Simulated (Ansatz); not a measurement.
# A convergence test on SiC (F-43m): k mesh of the density

Aim: see how gap, energy and time of SiC (F-43m) follow the k mesh of the density.

Program: Ansatz 0.2.0. Level of theory: DFT, PBE, plane waves, PAW. Results are calculated unless marked as measured.

**1. Set-up**

The structure is cubic, space group F-43m (No. 216). The conventional cell has a = 4.358 Å, b = 4.358 Å, c = 4.358 Å, α = 90.00°, β = 90.00°, γ = 90.00°. Nearest to Si lie 4 C at 1.89 Å. C has 4 Si at 1.89 Å nearest. Farther neighbours are not listed.

Coordinates:

```cif
data_structure
_symmetry_space_group_name_H-M 'F-43m'
_symmetry_Int_Tables_number 216
_cell_length_a 4.3580
_cell_length_b 4.3580
_cell_length_c 4.3580
_cell_angle_alpha 90.000
_cell_angle_beta 90.000
_cell_angle_gamma 90.000
_cell_volume 82.77
loop_
_atom_site_label
_atom_site_type_symbol
_atom_site_symmetry_multiplicity
_atom_site_Wyckoff_symbol
_atom_site_fract_x
_atom_site_fract_y
_atom_site_fract_z
_atom_site_occupancy
Si1 Si 4 a 0.00000 0.00000 0.00000 1
C1 C 4 d 0.25000 0.25000 0.75000 1
```

The cell and positions come from the Crystallography Open Database and are kept as given unless a step says otherwise. The default PAW set here is soft_2. Its files were made with PBE.

**2. k mesh of the density: 4×4×4**

The input, input.yaml:

```yaml
crystal:
  lattice:
    - [0.0, 2.179, 2.179]
    - [2.179, 0.0, 2.179]
    - [2.179, 2.179, 0.0]
  atoms:
    - { symbol: Si, position: [0.0, 0.0, 0.0] }
    - { symbol: C, position: [0.25, 0.25, 0.25] }
kpoints:
  mp_grid: { grid: [4, 4, 4] }
  band_path:
    path:
      - [0.0, 0.0, 0.0]
      - [-0.5, -0.5, 0.0]
      - [-0.375, -0.375, 0.25]
      - [-0.375, 0.0, 0.375]
      - [0.0, 0.0, 0.5]
      - [-0.5, -0.25, 0.25]
    npoints: 1
hamiltonian:
  xc: pbe
scf:
  occupations: { method: fixed }
  n_extra_bands: 4
output:
  eigenvalues: true
  write_density: true
  write_potential: true
  elf: true
  volumetric_format: npy
```

Command:

```bash
$ ansatz run input.yaml --threads 3 --pin off --max-ram 92160MiB --backend cuda --events-out ev --progress --plain --runs-dir out --devices 1 --max-vram 13GiB  # rebuilt from the run's record
```

Numbers of over 12 decimals in the logs are rounded to 6 here.

What it wrote:

```text
scf.n_extra_bands = 4 over 4 filled bands (N_el = 8.0): the run solves 8 bands
GPUs: using 1 of 1 available (devices: 1).
Engine: ansatz 0.2.0, x86_64-unknown-linux-gnu
Pseudopotentials: kind: paw
Pseudopotential: Si, paw, valence charge 4, recommended cutoff 420 eV (normal), Si.paw.azcp
Pseudopotential: C, paw, valence charge 4, recommended cutoff 420 eV (normal), C.paw.azcp
Functional definition: PBE
  parameter kappa = 0.804
  parameter beta = 0.066725
  exchange = pbe_x(kappa = kappa, mu = beta*pi^2/3)
  correlation = pbe_c(beta = beta)
device memory: the entry about to start is reckoned to put 1.3 GiB on a device that reports 45.6 GiB free (of which the cap on the GPU budget leaves the run 13.0 GiB)
GPU FFT provider: cuFFT
GPU libraries: cuBLAS 13.8.2, cuFFT 12.4.0, cuSOLVER 12.3.4
Crystal: 2 atoms, lattice volume = 20.692 Å³
Basis set: ecut = 420 eV, 411 PW (Γ)
Bands: 8, of which v1, the nominal top of the filled ones, is band 4 counted from 1 (3 counted from 0)
Symmetry: 24 space group operations
Space group: F-43m (ITA 216), of the structure as read, at distance tolerance 2.7e-5 Å
k-points: 8 of 64 (time reversal used)
Non-local potential: Si, projectors of the file, l = 0: 2, l = 1: 2, l = 2: 2
Non-local potential: C, projectors of the file, l = 0: 2, l = 1: 2, l = 2: 1
PAW form: soft (Blöchl's): semilocal exchange-correlation on the pseudo side does not see the compensation charge
PAW one-centre angular grid: Si, 110 points (default); XC on 64 Gauss nodes
PAW one-centre angular grid: C, 110 points (default); XC on 64 Gauss nodes
Initial density: superposition of atomic densities (neutral atoms: chi_scale 0, normalization atom), corrected by the library's trained network
Initial wavefunctions: pseudopotential atomic-orbital guess
GPU buffer pool allocated for 13824 grid points (all kernels)
GPU transforms: local potential and band sums: pruned to the plane-wave sphere, on 24×24×24
Functional: x = pbe(κ = 0.804, μ = 0.219515), c = pbe(β = 0.066725)
SCF iter   1: F=—  HF=-887.031308 eV  |F-HF|=—  |Δ(HF+E_count)|=         —  Δρ=2.20e-3  dr2=1.06e-3  ethr=1.77e-3  ⟨swp⟩=4.6  Hψ=450  notcnv=0  defer=11
preconditioner: auto → none  [insulator: Δε(μ)=1.336 eV  Ē_g=13.968 eV  n_scr=0 (ndim 8)  ℏωp=23.1 eV  f_vac=0.000  ε∞_Penn≈3.7]
SCF iter   2: F=—  HF=-887.031224 eV  |F-HF|=—  |Δ(HF+E_count)|=   8.39e-5  Δρ=7.71e-4  dr2=6.55e-5  ethr=1.33e-5  ⟨swp⟩=2.6  Hψ=174  notcnv=0  defer=12
SCF iter   3: F=—  HF=-887.031253 eV  |F-HF|=—  |Δ(HF+E_count)|=   2.85e-5  Δρ=3.32e-4  dr2=1.17e-5  ethr=8.19e-7  ⟨swp⟩=2.0  Hψ=89  notcnv=0  defer=8
SCF iter   4: F=—  HF=-887.031267 eV  |F-HF|=—  |Δ(HF+E_count)|=   1.46e-5  Δρ=3.80e-5  dr2=1.32e-7  ethr=1.46e-7  ⟨swp⟩=2.6  Hψ=98  notcnv=0  defer=11
iter 5 did not close the SCF: its close was put off for the readings that it lacked (scf_convergence_deferred on its scf_iter line)
SCF iter   5: F=-887.031268 eV  HF=-887.031268 eV  |F-HF|=3.29e-9  |Δ(HF+E_count)|=   1.88e-7  Δρ=5.47e-6  dr2=6.16e-9  ethr=1.65e-9  ⟨swp⟩=2.0  Hψ=93  notcnv=0  defer=11
SCF iter   6: F=-887.031268 eV  HF=-887.031268 eV  |F-HF|=1.52e-11  |Δ(HF+E_count)|=  6.63e-10  Δρ=3.44e-7  dr2=9.33e-12  ethr=7.70e-11  ⟨swp⟩=3.1  Hψ=315  notcnv=0
SCF 1 converged in 6 iterations: F = -887.031268 eV  dr2 = 9.33e-12
[...]
device memory: the entry about to start is reckoned to put 0.6 GiB on a device that reports 48.5 GiB free (of which the cap on the GPU budget leaves the run 13.0 GiB)
NSCF: frozen V_eff on 6 k-points
SCF converged after 6 iterations
Free energy (F): -887.031268 eV
Harris-Foulkes:  -887.031268 eV  (|F-HF|=1.52e-11)
Internal energy: -887.031268 eV  (E = F + TS)
E sigma→0 (E₀):  -887.031268 eV
Fermi energy:    9.537810 eV
--- Per-component energies (eV) ---
  E_band       = 29.141544
  E_kinetic    = 136.315004
  E_local      = -104.984269  (includes V_loc(G=0)·N_el)
  E_nonlocal   = 51.702193
  E_hartree    = 32.406277
  E_xc         = -105.516794
  E_vxc        = -109.393517  (∫ρ·V_xc dr)
  E_paw        = -612.169911  (= ΣΔE_a)
  E_vpaw       = -9.310426  (= ΣTr[D̂ρ^β])
  E_aug_tail   = 0.000011  (compensation charges beyond the density's cutoff)
  E_ewald      = -284.783780
  E_smearing   = -0.000000  (= −TS)
  E_closure    = 0.000000  (closes the sum)
  Σ components = -887.031268   (vs F -887.031268, Δ=0.00e0)
--- Band table (eV; the first three rows and the last of 8) ---
  k-point 0: bands = ["-5.8924", "9.5378", "9.5378", "9.5378", "15.7416", "16.7971", "16.7971", "16.7971"]
  k-point 1: bands = ["-4.6946", "5.2274", "8.9277", "8.9277", "15.4893", "17.3990", "17.3990", "18.8684"]
  k-point 2: bands = ["-2.3139", "0.9688", "8.4787", "8.4787", "14.9360", "16.7158", "16.7158", "19.5600"]
  k-point 7: bands = ["-0.6209", "2.4833", "4.5270", "4.8219", "14.7210", "18.9315", "18.9747", "19.2724"]
```

Wall time 4 s (1 × NVIDIA H100 80GB HBM3 (shared by 6 runs) with 3 threads of AMD EPYC 7R13 (Zen 3), shared host); peak memory 0.86 GiB; 2.5 s of CPU time.

Reading the cycles: dr2 is the Hartree energy of the density residual (eV), the measure of convergence; HF is the Harris–Foulkes estimate of the energy, which meets the free energy F at convergence.

Numbers from this step:

| Quantity | Value |
| --- | --- |
| gap | 1.312 eV |
| valence top at | Γ |
| conduction bottom at | X |
| least direct gap | 4.517 eV |

The gap is indirect, with the least direct gap 3.20 eV higher.

**3. k mesh of the density: 6×6×6**

input.yaml, as its differences from that of step 2:

```diff
@@ -9,3 +9,3 @@
 kpoints:
-  mp_grid: { grid: [4, 4, 4] }
+  mp_grid: { grid: [6, 6, 6] }
   band_path:
@@ -26,5 +26 @@
   eigenvalues: true
-  write_density: true
-  write_potential: true
-  elf: true
-  volumetric_format: npy
```

What it wrote:

```text
[...]
GPUs: using 1 of 1 available (devices: 1).
[...]
GPU FFT provider: cuFFT
GPU libraries: cuBLAS 13.8.2, cuFFT 12.4.0, cuSOLVER 12.3.4
Crystal: 2 atoms, lattice volume = 20.692 Å³
Basis set: ecut = 420 eV, 411 PW (Γ)
Bands: 8, of which v1, the nominal top of the filled ones, is band 4 counted from 1 (3 counted from 0)
Symmetry: 24 space group operations
[...]
SCF 1 converged in 6 iterations: F = -887.146516 eV  dr2 = 1.13e-11
[...]
NSCF: frozen V_eff on 6 k-points
SCF converged after 6 iterations
Free energy (F): -887.146516 eV
[...]
Internal energy: -887.146516 eV  (E = F + TS)
E sigma→0 (E₀):  -887.146516 eV
Fermi energy:    9.487149 eV
[...]
--- Band table (eV; the first three rows and the last of 16) ---
[...]
```

Wall time 3.6 s (1 × NVIDIA H100 80GB HBM3 (shared by 6 runs) with 3 threads); peak memory 0.85 GiB; 2.6 s of CPU time.

This step gave:

- gap: 1.353 eV
- valence top at: Γ
- conduction bottom at: X
- least direct gap: 4.542 eV

The gap is 1.353 eV, +0.041 eV from the run before at this level.

**4. k mesh of the density: 10×10×10 (the default)**

input.yaml, the sections that differ from step 3:

```yaml
kpoints:
  mp_grid: { grid: [10, 10, 10] }
  band_path:
    path:
      - [[0.0, 0.0, 0.0], [-0.5, -0.5, 0.0], [-0.375, -0.375, 0.25]]
      - [[-0.375, 0.0, 0.375], [0.0, 0.0, 0.0], [0.0, 0.0, 0.5], [-0.5, -0.25, 0.25], [-0.5, -0.5, 0.0]]
    npoints: 10
scf:
  occupations: { method: fermi_dirac, width: 0.02 }
  n_extra_bands: 4
output:
  eigenvalues: true
  write_density: true
  write_potential: true
  elf: true
  volumetric_format: npy
# crystal, hamiltonian: as in step 3
```

What it wrote:

```text
[...]
GPUs: using 1 of 1 available (devices: 1).
[...]
GPU FFT provider: cuFFT
GPU libraries: cuBLAS 13.8.2, cuFFT 12.4.0, cuSOLVER 12.3.4
Crystal: 2 atoms, lattice volume = 20.692 Å³
Basis set: ecut = 420 eV, 411 PW (Γ)
Bands: 8, of which v1, the nominal top of the filled ones, is band 4 counted from 1 (3 counted from 0)
Symmetry: 24 space group operations
[...]
SCF 1 converged in 6 iterations: F = -887.156991 eV  dr2 = 2.57e-11
[...]
NSCF: frozen V_eff on 62 k-points, pencils in batches of 32, up to order 40
SCF converged after 6 iterations
Free energy (F): -887.156991 eV
[...]
Internal energy: -887.156991 eV  (E = F + TS)
E sigma→0 (E₀):  -887.156991 eV
Fermi energy:    10.160074 eV
[...]
--- Band table (eV; the first three rows and the last of 47) ---
[...]
```

Run time: 4.1 s. Hardware: 1 × NVIDIA H100 80GB HBM3 (shared by 6 runs) with 3 threads; peak memory 0.87 GiB.

This step gave:

* gap: 1.359 eV
* valence top at: Γ
* conduction bottom at: X
* least direct gap: 4.546 eV

The gap is 1.359 eV, +0.006 eV from the run before at this level.

**5. k mesh of the density: 14×14×14**

input.yaml, the sections that differ from step 4:

```yaml
kpoints:
  mp_grid: { grid: [14, 14, 14] }
  band_path:
    path:
      - [0.0, 0.0, 0.0]
      - [-0.5, -0.5, 0.0]
      - [-0.375, -0.375, 0.25]
      - [-0.375, 0.0, 0.375]
      - [0.0, 0.0, 0.5]
      - [-0.5, -0.25, 0.25]
    npoints: 1
scf:
  occupations: { method: fixed }
  n_extra_bands: 4
output:
  eigenvalues: true
# crystal, hamiltonian: as in step 4
```

What it wrote:

```text
[...]
GPUs: using 1 of 1 available (devices: 1).
[...]
GPU FFT provider: cuFFT
GPU libraries: cuBLAS 13.8.2, cuFFT 12.4.0, cuSOLVER 12.3.4
Crystal: 2 atoms, lattice volume = 20.692 Å³
Basis set: ecut = 420 eV, 411 PW (Γ)
Bands: 8, of which v1, the nominal top of the filled ones, is band 4 counted from 1 (3 counted from 0)
Symmetry: 24 space group operations
[...]
SCF 1 converged in 6 iterations: F = -887.157120 eV  dr2 = 7.22e-11
[...]
SCF converged after 6 iterations
Free energy (F): -887.157120 eV
[...]
Internal energy: -887.157120 eV  (E = F + TS)
E sigma→0 (E₀):  -887.157120 eV
Fermi energy:    9.479408 eV
[...]
--- Band table (eV; the first three rows and the last of 104) ---
[...]
```

Wall time 3.7 s (1 × NVIDIA H100 80GB HBM3 (shared by 6 runs) with 3 threads); peak memory 0.85 GiB.

This step gave:

```yaml
gap: 1.360 eV
valence_top_at: Γ
conduction_bottom_at: X
least_direct_gap: 4.546 eV
```

The gap is 1.360 eV, as in the run before at this level.

**6. The series**

Differences are against the last row; a negative gap means that bands overlap, and a run with a band path holds that path's time. Times are wall times on 1 × NVIDIA H100 80GB HBM3 (shared by 6 runs) with 3 threads of AMD EPYC 7R13 (Zen 3), shared host, good to a factor of about two.

| k mesh of the density | gap (eV) | direct gap (eV) | gap error (eV) | energy error (meV/atom) | irreducible k | time |
| --- | --- | --- | --- | --- | --- | --- |
| 4×4×4 | 1.312 | 4.517 | −0.047 | +62.9 | 8 | 4 s |
| 6×6×6 | 1.353 | 4.542 | −0.006 | +5.3 | 16 | 3.6 s |
| 10×10×10 | 1.359 | 4.546 | −0.0002 | +0.1 | 47 | 4.1 s |
| 14×14×14 | 1.360 | 4.546 | +0.000 | +0.0 | 104 | 3.7 s |

**7. Outcome**

```yaml
4x4x4: 1.312 eV
6x6x6: 1.353 eV
10x10x10: 1.359 eV
14x14x14: 1.360 eV
```

What this shows: The gap holds to 0.02 eV from 6×6×6 on. At 4×4×4 the gap is off by −0.047 eV and the energy by +63 meV/atom. The gap is read over the mesh and added points near the edges, so meshes differ mainly through the density and, for a hybrid, the exchange operator.

[Paths, hosts, dates, memory and timing lines, banners, echoed tables and standing remarks are left out of the program output.]

[Logs are printed without paths, hosts, clocks, repeated set-up lines and the standing remarks that a program may print on its own settings, such as how far it seeks lower states.]

[Runs of the session that timed out or met a known fault of the program may be left out.]

[Cells called generated may have been cut or substituted from an entry of the Crystallography Open Database or the Materials Project.]

[Hosts, paths, dates, database ids (printed as entryN), source tags and the programs' standing remarks are cut or masked in the printed files.]
